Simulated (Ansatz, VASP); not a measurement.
This is a calculation of SnTe for Ansatz 0.2.0.

Contents of input.yaml:

```yaml
crystal:
  lattice:
    - [0.0, 3.1082657258, 3.1082657258]
    - [3.1082657258, 0.0, 3.1082657258]
    - [3.1082657258, 3.1082657258, 0.0]
  atoms:
    - { symbol: Te, position: [0.5, 0.5, 0.5] }
    - { symbol: Sn, position: [0.0, 0.0, 0.0] }
hamiltonian:
  xc: rpbe
  pseudopotentials: { kind: paw }
  dispersion: d4
kpoints:
  mp_grid: { grid: [7, 7, 7] }
scf:
  occupations: { method: fermi_dirac, width: 0.05 }
output:
  forces: true
  stress: true
  eigenvalues: true
```

Potentials or basis: Ansatz PAW.

Launch:

```bash
$ ansatz run input.yaml --threads 2 --pin off --max-ram 5120MiB --backend cpu --events-out ev --progress --plain --runs-dir out
```

Task: Translate it to VASP 6.6.1. Potentials there: VASP PAW PBE potentials, release 64 (Te, Sn_d).

Result: As run (the cutoff follows the program's own potentials):

File INCAR:

```
SYSTEM = SnTe
ALGO = Normal
EDIFF = 1E-7
ENCUT = 520
GGA = RP
ISIF = 2
ISMEAR = -1
IVDW = 13
LASPH = .True.
LCHARG = .False.
LREAL = .False.
LWAVE = .False.
NBANDS = 17
NELM = 60
PREC = Accurate
SIGMA = 0.05
```

KPOINTS

```
k-points
0
Gamma
  7 7 7
  0 0 0
```

Contents of POSCAR:

```
SnTe
1.0
    0.0000000000      3.1082657258      3.1082657258
    3.1082657258      0.0000000000      3.1082657258
    3.1082657258      3.1082657258      0.0000000000
Te Sn
1 1
Direct
    0.5000000000      0.5000000000      0.5000000000
    0.0000000000      0.0000000000      0.0000000000
```

Potentials or basis: VASP PAW PBE potentials, release 64 (Te, Sn_d).

Launch:

```console
$ cat potpaw_PBE.64/Te/POTCAR potpaw_PBE.64/Sn_d/POTCAR > POTCAR
$ mpirun -np 1 vasp_std > vasp.out
```

Both were run:

|  | VASP | Ansatz | Ansatz less VASP |
| --- | --- | --- | --- |
| gap on the k mesh at the Fermi level (eV) | 0.62 | 0.62 | +0.001 |
| least direct gap on the mesh (eV) | 0.62 | 0.62 | +0.001 |
| pressure (GPa) | 1.3 | 1.3 | +0.03 |
| dispersion energy (meV/atom) | -831.8 | -832.0 | -0.22 |

The two sets of potentials don't hold the same shells in valence.

Caveats: the PAW data sets were made with another functional, which shifts forces and pressure a little (VASP); the PAW data sets come from PBE, with cores solved anew for the run's functional, which leaves a small shift of forces and pressure (Ansatz). Spin-orbit coupling is left out, which matters for the levels of Te.
